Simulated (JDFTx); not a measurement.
The system is SnTe.

```
CELL_PARAMETERS angstrom
0.00000 3.15085 3.15085
3.15085 0.00000 3.15085
3.15085 3.15085 0.00000
ATOMIC_POSITIONS crystal
Te 0.50000 0.50000 0.50000
Sn 0.00000 0.00000 0.00000
```

* Program: JDFTx 1.7.0 (patched build)
* Task: single point
* Functional: PBEsol
* Potentials or basis: PseudoDojo-SR-PBEsol-0.4.1-standard with smoothed tails
* Cutoff: 1088 eV
* Density cutoff: 8708 eV
* k mesh: 7 × 7 × 7
* Occupations: fermi-dirac, width 0.05 eV
* Spin: no spin polarisation

On this cell: pressure -0.3 GPa; largest force zero by symmetry; band gap on the k mesh not listed.

The same run follows on a disturbed copy (atoms moved at random, drawn with an rms of 0.05 Å):

```
Te Sn
1.0
     0.00000    3.15085    3.15085
     3.15085    0.00000    3.15085
     3.15085    3.15085    0.00000
Te Sn
1 1
Direct
  0.51041 0.49414 0.50590
  0.00359 0.99017 0.99647
```

Q: What changes?

A: The energy moves by +0.2 meV/atom; pressure -0.2 GPa; largest force 0.017 eV/Å; band gap on the k mesh 0.67 eV, direct.

Forces on the atoms (eV/Å):
```
Te  -0.009 -0.012 -0.008
Sn   0.009  0.011  0.008
```

Caveats: spin-orbit coupling is left out, which moves the levels of the heavy elements (some runs); an odd mesh through Γ misses points on the zone boundary, where band edges often lie (some runs).
